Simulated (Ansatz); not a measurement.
## Calculated Mg-25 NMR of the central transition for MgB2H8

Cell: a computed structure from the Materials Project (it need not be an observed phase).

Space group I-4m2 (No. 119); a = 8.2433, c = 10.0553 Å.

| site | Wyckoff | site symmetry | x | y | z |
| --- | --- | --- | --- | --- | --- |
| Mg1 | 2d | -4m2 | 0.5000 | 0.0000 | 0.2500 |
| Mg2 | 2a | -4m2 | 0.0000 | 0.0000 | 0.0000 |
| B | 8i | .m. | 0.5000 | 0.2694 | 0.3495 |
| H7 | 8i | .m. | 0.5000 | 0.2513 | 0.2286 |
| H11 | 8i | .m. | 0.5000 | 0.8572 | 0.4150 |
| H15 | 16j | 1 | 0.1255 | 0.8415 | 0.8767 |

One atom of each set is listed; the run and its k-mesh use a cell of 22 atoms with edges of 7.70, 7.70, 7.70 Å.

The numbers come from a DFT calculation in Ansatz (r2SCAN, plane waves and PAW, scalar-relativistic, 500 eV cutoff, Γ-centred 5×5×5 k-points, Fermi–Dirac smearing 0.02 eV).

Mg-25 has I = 5/2 and Q = 199.4 mb (Pyykkö 2018); at 23.5 T its Larmor frequency is ν₀ = 61.3 MHz. Only the quadrupole interaction is simulated: positions count from each site's isotropic chemical shift, and J coupling is left out, as are shift anisotropy and dipolar coupling, which fast spinning averages.

**Question.** Give C_Q, η, the quadrupolar product P_Q = |C_Q|(1 + η²/3)^½, the second-order isotropic shift and the breadth of the pattern (fast magic-angle spinning) for each Mg site.

**Answer.** 

| site | first shell | C_Q (MHz) | η | P_Q (MHz) | δ_QIS (ppm) | breadth (kHz) |
| --- | --- | --- | --- | --- | --- | --- |
| Mg1 | 8 H at 2.03–2.08 Å | 2.71 | 0.00 | 2.71 | -11.7 | 1.54 |
| Mg2 | 8 H at 2.08 Å | -3.08 | 0.00 | 3.08 | -15.1 | 1.99 |

δ_QIS = −(ν_Q²/30ν₀²)[I(I+1) − 3/4](1 + η²/3) × 10⁶ ppm with ν_Q = 3|C_Q|/[2I(2I−1)]; it falls as 1/B₀² in ppm, and the breadth as 1/B₀ in kHz.

An axis of threefold or higher order runs through Mg1 and Mg2, so V_zz lies along it and η is zero.
